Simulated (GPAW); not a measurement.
Li2Se:

```
Se Li
1.0
     0.00000    3.00250    3.00250
     3.00250    0.00000    3.00250
     3.00250    3.00250    0.00000
Se Li
1 2
Direct
  0.00000 0.00000 0.00000
  0.75000 0.75000 0.75000
  0.25000 0.25000 0.25000
```

Base run:

```yaml
Program: GPAW 26.7.0
Functional: TB-mBJ
Potentials_or_basis: GPAW PAW data sets for LDA (gpaw-data 1.2.1)
Cutoff: 800 eV
Basis: pw
k_mesh: 8 × 8 × 8
Occupations: fermi-dirac, width 0.05 eV
Spin: no spin polarisation
```

Its results: band gap on the k mesh 4.09 eV, indirect (least direct gap 4.54 eV).

Task: The run is repeated on the same cell with these changes: functional from TB-mBJ to LDA; potentials or basis from GPAW PAW data sets for LDA (gpaw-data 1.2.1) to the program's PAW data sets (release 1.2.1) made for this functional. What comes out?

Result: Band gap on the k mesh 2.81 eV, indirect (least direct gap 3.18 eV).

Caveats: a model potential gives levels but no total energy (some runs).

Not every run made on this cell is shown here.
